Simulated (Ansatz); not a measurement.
Ni: single point with PBE

The system is Ni.

```xyz
2
Lattice="2.4480 0.0000 0.0000 -1.2240 2.1201 0.0000 0.0000 0.0000 4.0728" Properties=species:S:1:pos:R:3 pbc="T T T"
Ni    1.2240    0.7067    3.0546
Ni    0.0000    1.4134    1.0182
```

This isn't the form of Ni at room conditions, which is fcc.

- Program: Ansatz 0.2.0
- Task: single point
- Functional: PBE
- Potentials or basis: Ansatz PAW
- Cutoff: 420 eV (not typed: the program's choice for these potentials)
- k mesh: 12 × 12 × 7
- Occupations: fermi-dirac, width 0.05 eV
- Spin: collinear spin, antiferromagnetic start
- Starting moments: [1.0, -1.0] μB

| Property | Result |
| --- | --- |
| Pressure | 7.3 GPa |
| Band gap on the k mesh | none (metal or under the smearing width) |
| Net moment | -1.30 μB per cell |
| Absolute moment | 1.47 μB per cell |
| Site moments | Ni -0.69 μB |

Stress tensor (GPa, compression positive):
```
8.61 0.00 0.00
0.00 8.61 0.00
0.00 0.00 4.65
```

Levels at points of the mesh, in eV from the Fermi level:
Spin up:
```
            k point  band 13  band 14  band 15  band 16  band 17  band 18  band 19  band 20  band 21  band 22
 (0.00, 0.00, 0.00)    -1.75    -1.47    -1.47    -0.99    -0.99    -0.72    -0.01    -0.01     5.97    22.71
(0.00, -0.50, 0.00)    -1.87    -1.82    -1.48     0.17     0.20     0.32     1.67     3.51     9.46    10.00
```
Spin down:
```
            k point  band 15  band 16  band 17  band 18  band 19  band 20  band 21  band 22  band 23
 (0.00, 0.00, 0.00)    -2.20    -1.68    -1.68    -0.74    -0.74    -0.67     5.52    22.84    25.10
(0.00, -0.50, 0.00)    -2.19    -0.62    -0.57    -0.50     1.16     3.11     9.34     9.88    12.44
```

Run time: 8.5 s on 2 threads of Arm Neoverse V1 (shared host), peak memory 0.37 GiB.

Caveat: the starting moments weren't kept.
